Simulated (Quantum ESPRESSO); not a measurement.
Input of a Quantum ESPRESSO 7.5 run:

The input scf.in:

```
&CONTROL
  calculation = 'scf'
  prefix = 'pwscf'
  outdir = './tmp'
  pseudo_dir = './pseudo'
/
&SYSTEM
  ibrav = 0
  nat = 2
  ntyp = 2
  ecutwfc = 84
  nbnd = 15
  occupations = 'smearing'
  smearing = 'fd'
  degauss = 0.00367493
  force_symmorphic = .true.
/
&ELECTRONS
  conv_thr = 4d-10
  electron_maxstep = 120
  mixing_beta = 0.5
/
ATOMIC_SPECIES
Ga    69.7230 Ga.upf
N     14.0070 N.upf
CELL_PARAMETERS angstrom
   0.0000000000    2.2535006075    2.2535006075
   2.2535006075    0.0000000000    2.2535006075
   2.2535006075    2.2535006075    0.0000000000
ATOMIC_POSITIONS crystal
Ga     0.0000000000    0.0000000000    0.0000000000
N      0.2500000000    0.2500000000    0.2500000000
K_POINTS automatic
20 20 20 0 0 0
```

File nscf.in:

```
&CONTROL
  calculation = 'nscf'
  prefix = 'pwscf'
  outdir = './tmp'
  pseudo_dir = './pseudo'
/
&SYSTEM
  ibrav = 0
  nat = 2
  ntyp = 2
  ecutwfc = 84
  nbnd = 39
  occupations = 'fixed'
  force_symmorphic = .true.
/
&ELECTRONS
  conv_thr = 1d-08
  diago_full_acc = .true.
  diago_thr_init = 1d-06
/
ATOMIC_SPECIES
Ga    69.7230 Ga.upf
N     14.0070 N.upf
CELL_PARAMETERS angstrom
   0.0000000000    2.2535006075    2.2535006075
   2.2535006075    0.0000000000    2.2535006075
   2.2535006075    2.2535006075    0.0000000000
ATOMIC_POSITIONS crystal
Ga     0.0000000000    0.0000000000    0.0000000000
N      0.2500000000    0.2500000000    0.2500000000
K_POINTS automatic
20 20 20 0 0 0
```

Potentials or basis: PseudoDojo 0.4.1 SR PBE standard.

Command:

```console
$ OMP_NUM_THREADS=1 pw.x -in scf.in > scf.out
$ OMP_NUM_THREADS=1 pw.x -in nscf.in > nscf.out
```

(1) What does it give for the band gap on the k mesh, mean-field level?

Answers

(1) 1.76 eV, direct.

**Experimental background.**

From a printed reference work, textbook, for a bulk crystal of GaN at 0 K: band gap 3.299 eV (direct).

A measured gap of GaN is 3.299 eV (direct; 0 K; a printed reference work, textbook); the calculated 1.76 eV misses it by -1.54 eV. Spin-orbit coupling on Ga is left out. The value is that of PBE on a finite k mesh, which can miss the band edges, without temperature or zero-point motion. Semilocal functionals fall short of measured gaps as a rule. The cell is a database's relaxed one, not the measured one, which moves gaps too.
